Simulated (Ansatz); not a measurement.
# HgS (Metacinnabar): properties at the relaxed cell

An exercise on one series of results from a longer session: the logs are not shown, and one member is left open.

Method: DFT PBE, scalar-relativistic, plane waves, PAW, in Ansatz 0.2.0.

1 further run of the same task is left out (set aside as unsound or not needed).

**Starting point**

The structure is cubic, space group F-43m (No. 216). Conventional cell: a = 5.991 Å, b = 5.991 Å, c = 5.991 Å, α = 90.00°, β = 90.00°, γ = 90.00°. Hg (site symmetry -43m) is surrounded by 4 S at 2.59 Å. S (site symmetry -43m) is surrounded by 4 Hg at 2.59 Å.

As a file:

```cif
data_structure
_symmetry_space_group_name_H-M 'P 1'
_symmetry_Int_Tables_number 1
_cell_length_a 4.2366
_cell_length_b 4.2366
_cell_length_c 4.2366
_cell_angle_alpha 60.000
_cell_angle_beta 60.000
_cell_angle_gamma 60.000
_cell_volume 53.77
loop_
_atom_site_label
_atom_site_type_symbol
_atom_site_fract_x
_atom_site_fract_y
_atom_site_fract_z
_atom_site_occupancy
Hg1 Hg 0.00000 0.00000 0.00000 1
S1 S 0.25000 0.25000 0.25000 1
```

This cell was relaxed beforehand with the same method: volume 26.88 Å³/atom, gap on the mesh none (metal).

Set-up of the first run:

The input, input.yaml:

```yaml
crystal:
  lattice:
    - [0.0, 2.9957072392, 2.9957072392]
    - [2.9957072392, 0.0, 2.9957072392]
    - [2.9957072392, 2.9957072392, 0.0]
  atoms:
    - { symbol: Hg, position: [0.0, 0.0, 0.0] }
    - { symbol: S, position: [0.25, 0.25, 0.25] }
basis:
  ecutwfc: 420
kpoints:
  mp_grid: { grid: [12, 12, 12] }
  band_path:
    path:
      - [[0.0, 0.0, 0.0], [-0.5, -0.5, 0.0], [-0.375, -0.375, 0.25]]
      - [[-0.375, 0.0, 0.375], [0.0, 0.0, 0.0], [0.0, 0.0, 0.5], [-0.5, -0.25, 0.25], [-0.5, -0.5, 0.0]]
    npoints: 14
hamiltonian:
  xc: pbe
scf:
  occupations: { method: gaussian, width: 0.1 }
  n_extra_bands: 6
output:
  forces: true
  stress: true
  eigenvalues: true
  populations: true
  dos: { projected: true, de: 0.02, nscf_kmesh: { grid: [18, 18, 18] } }
  bader: true
```

Run with:

```bash
$ ansatz run input.yaml --threads 1 --pin off --max-ram 2560MiB --backend cpu --events-out ev --progress --plain --runs-dir out
```

Steps of the session up to this table: Static run: bands, density of states and charges; The cell as listed, for comparison; Point at V/V0 = 0.97; The cell scaled to 1.03 of its volume; Volume × 0.94; The cell scaled to 1.06 of its volume; The cell scaled to 0.91 of its volume; Point at V/V0 = 1.10; Volume × 0.88.

One table of the session follows, with a row left open; its other results are not shown here.

It belongs to the step «Equation of state». 

| volume (Å³/atom) | energy above the lowest point (meV/atom) | pressure (GPa) |
| --- | --- | --- |
| 23.658 | 78.3 | 8.82 |
| 24.465 | 41.3 | 5.99 |
| 25.271 | 17.2 | 3.63 |
| 26.078 | 4.0 | 1.66 |
| 26.884 | 0.0 | 0.00 |
| 27.691 | ? | ? |
| 28.497 | 13.5 | -2.54 |
| 29.573 | 34.9 | -3.78 |

Q: Estimate the row for volume (Å³/atom) = 27.691 from the others.

Worked estimate for «energy above the lowest point (meV/atom)». A straight line through the neighbours (26.884, 0.0) and (28.497, 13.5) gives 0.0 + (13.5 − 0.0) × (27.691 − 26.884) / (28.497 − 26.884) = 6.8; a parabola fitted to 4 rows on both sides gives 3.7.

**Answer.** energy above the lowest point (meV/atom): 3.6; pressure (GPa): -1.38. In «energy above the lowest point (meV/atom)» the line misses by +3.2 and the parabola by +0.1.
